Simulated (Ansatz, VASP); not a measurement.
One calculation of HfC, two programs

File INCAR:

```
PREC = Accurate
ENCUT = 600
EDIFF = 1E-6
ISMEAR = -1
SIGMA = 0.05
LREAL = False
LASPH = True
NELM = 80
ALGO = Normal
ISIF = 3
LWAVE = False
LCHARG = False
GGA = RP
IVDW = 13
IBRION = 2
NSW = 80
EDIFFG = -0.02
```

File KPOINTS:

```
regular mesh
0
Gamma
  10 10 10
```

POSCAR

```
HfC
1.0
    0.0000000000      2.3250000000      2.3250000000
    2.3250000000      0.0000000000      2.3250000000
    2.3250000000      2.3250000000      0.0000000000
Hf C
1 1
Direct
    0.5000000000      0.5000000000      0.5000000000
    0.0000000000      0.0000000000      0.0000000000
```

The input input.yaml:

```yaml
crystal:
  lattice:
    - [0.0, 2.325, 2.325]
    - [2.325, 0.0, 2.325]
    - [2.325, 2.325, 0.0]
  atoms:
    - { symbol: Hf, position: [0.5, 0.5, 0.5] }
    - { symbol: C, position: [0.0, 0.0, 0.0] }
kpoints:
  mp_grid: { grid: [10, 10, 10] }
scf:
  occupations: { method: fermi_dirac, width: 0.05 }
hamiltonian:
  xc: rpbe
  dispersion: d4
  pseudopotentials: { kind: all_electron, lapw: { basis_error: 0.001 } }
output:
  forces: true
  stress: true
relax:
  f_tol: 0.02
  max_steps: 60
  cell: {}
```

Alike in both runs: task relaxation of cell and atoms; functional RPBE; dispersion D4; k mesh 10 × 10 × 10; occupations fermi-dirac, width 0.05 eV; no spin polarisation.

```csv
,VASP,Ansatz
version,VASP 6.6.1,Ansatz 0.2.0
potentials or method,"VASP PAW PBE potentials, release 64 (Hf_pv, C)","all-electron LAPW, scalar-relativistic"
plane-wave cutoff (eV),600,see its input
```

Ansatz gave:

- relaxed volume (Å³/atom): 12.41
- relaxed cell length with the largest relative difference (Å): 3.274
- energy change over the relaxation (meV/atom): -2

Q: Which values does VASP return?

A: Relaxed volume (Å³/atom): 12.36; relaxed cell length with the largest relative difference (Å): 3.270; energy change over the relaxation (meV/atom): -3.

Ansatz ran all-electron here, so the differences hold the error of VASP's frozen core and of both bases.

Caveats: the PAW data sets were made with another functional, which shifts forces and pressure a little (VASP); pairwise dispersion overbinds metals, which lowers pressure and volume (VASP). Spin-orbit coupling is left out, which matters for the levels of Hf.
